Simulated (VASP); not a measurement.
Here is a VASP 6.6.1 calculation.

The input INCAR:

```
  ALGO = Fast
  EDIFF = 1E-6
  ENCUT = 520
  GGA = PE
  ISIF = 2
  ISMEAR = 0
  LASPH = True
  LCHARG = False
  LREAL = False
  LWAVE = False
  NBANDS = 28
  NELM = 100
  PREC = Accurate
  SIGMA = 0.1
```

Contents of KPOINTS:

```
k-points
0
Gamma
  12 12 4
```

The input POSCAR:

```
Sr
1.0
    4.1757024750      0.0000000000      0.0000000000
   -2.0878512375      3.6162644220      0.0000000000
    0.0000000000      0.0000000000     13.6913322344
Sr
4
Direct
    0.0000000000      0.0000000000      0.0000000000
    0.3333333333      0.6666666667      0.2500000000
    0.0000000000      0.0000000000      0.5000000000
    0.6666666667      0.3333333333      0.7500000000
```

Potentials or basis: VASP PAW PBE potentials, release 64 (Sr_sv).

The run is started by

```console
$ cat potpaw_PBE.64/Sr_sv/POTCAR > POTCAR
$ mpirun -np 1 vasp_std > vasp.out
```

(1) Predict the band gap on the k mesh.

(2) What does it give for the pressure?

## Answers

(1) none (metal or under the smearing width).

(2) 0.8 GPa.
